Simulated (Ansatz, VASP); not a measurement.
## MgO: VASP beside Ansatz

```
Mg O
1.0
     3.19892    0.00000    0.00000
    -1.59946    2.77035    0.00000
     0.00000    0.00000    4.60612
Mg O
2 2
Direct
  0.66667 0.33333 0.75000
  0.33333 0.66667 0.25000
  0.66667 0.33333 0.25000
  0.33333 0.66667 0.75000
```

Alike in both runs: task single point; functional PBEsol; k mesh 9 × 9 × 6; occupations gaussian, width 0.05 eV; no spin polarisation.

|  | VASP | Ansatz |
| --- | --- | --- |
| version | VASP 6.6.1 | Ansatz 0.2.0 |
| potentials or method | VASP PAW PBE potentials, release 64 (Mg, O) | scalar-relativistic, plane waves, PAW |
| plane-wave cutoff (eV) | 520 | 520 |
| valence electrons in the cell | 16 | 32 |

|  | VASP | Ansatz | Ansatz less VASP |
| --- | --- | --- | --- |
| gap on the k mesh at the Fermi level (eV) | 3.60 | 3.60 | +0.005 |
| least direct gap on the mesh (eV) | 3.60 | 3.60 | +0.005 |
| pressure (GPa) | 21.7 | 21.5 | -0.22 |
| largest component of the traceless stress (GPa) | 26.86 | 26.25 | -0.608 |

The two sets of potentials don't hold the same shells in valence. Ansatz warned: «pseudo_functional_mismatch».

Caveats: so large a pressure means that the cell lies far from this level's equilibrium, or that cutoff or potentials fall short (VASP); the potentials were made for another functional, which shifts forces and pressure (VASP).
